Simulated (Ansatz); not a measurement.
Take a crystal in which Ge has been replaced by C on all its sites, with the cell rescaled by a rough guess (in some cases also distorted within its space group) and nothing relaxed:

```yaml
crystal:
  lattice:
    - [0.00000, 2.17873, 2.17873]
    - [2.17873, 0.00000, 2.17873]
    - [2.17873, 2.17873, 0.00000]
  atoms:
    - { symbol: C, position: [0.50000, 0.50000, 0.50000] }
    - { symbol: C, position: [0.75000, 0.75000, 0.75000] }
```

Level of theory: DFT PBE, scalar-relativistic, plane waves, PAW in Ansatz 0.2.0.

Plane waves to 420 eV, a k mesh through Γ of 10×10×10 on the computed 2-atom cell and Gaussian smearing (0.02 eV); no spin polarisation.

Problem. What pressure does the cell carry?

Solution. The pressure is -77.1 GPa (positive in compression), so the cell would contract.

Problem. Is it a metal on this mesh?

Solution. No: the gap is 2.38 eV, the least direct gap 2.40 eV.